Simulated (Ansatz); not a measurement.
## Effect of biaxial strain −0.81 %, plane normal [001], relaxed out of plane on LaAlO3

The reference is LaAlO$_{3}$ (space group R-3c, No. 167; a = 5.353 Å, c = 13.048 Å (hexagonal axes)). Axes: x lies along a and z along c of the hexagonal cell.

Perturbation: biaxial strain −0.81 %, plane normal [001], relaxed out of plane (Cartesian); in-plane vectors clamped, the third vector and the atoms free.

Computed with Ansatz (a first-principles code), PBEsol, PAW, cutoff 420 eV, spin-orbit coupling left out, earlier PAW set. Γ-centred 8×8×8 mesh, Fermi–Dirac width 0.05 eV.

Volume per atom: 10.66 Å³ (base 10.79 Å³)
Space group: R-3c (No. 167) (base R-3c (No. 167))
Shortest interatomic distance: 1.889 Å (base 1.899 Å)
Energy relative to the base (free energy F): +2.0 meV/atom
Pressure (mean of the normal stresses, compression positive): 24.3 kbar (base 0.0 kbar)
Band gap: 3.88 eV (base 3.94 eV)
Gap character: indirect, F → Γ (base indirect, F → Γ)
Smallest direct gap: 3.93 eV (base 3.97 eV)
Out-of-plane strain: +0.39 %
Ratio −ε⊥/ε∥: 0.48
Mean in-plane stress (compression positive): +3.6 GPa

Final structure (turned so that z lies along the plane normal):

```xyz
10
Lattice="5.3095 0.0000 0.0000 2.6547 4.5982 0.0000 2.6547 -1.5327 4.3662" Properties=species:S:1:pos:R:3 pbc="T T T"
La     5.3095     0.0000     3.2746
La     5.3095     3.0654     1.0915
Al     0.0000     0.0000     0.0000
Al     2.6547     1.5327     2.1831
O      4.0675     2.1511     3.2746
O      6.7223     2.4470     3.2746
O      7.7934     0.0000     3.2746
O      6.5515     0.9143     1.0915
O      3.8967     0.6184     1.0915
O      2.8256     3.0654     1.0915
```

Whether these cells are dynamically stable was not tested.
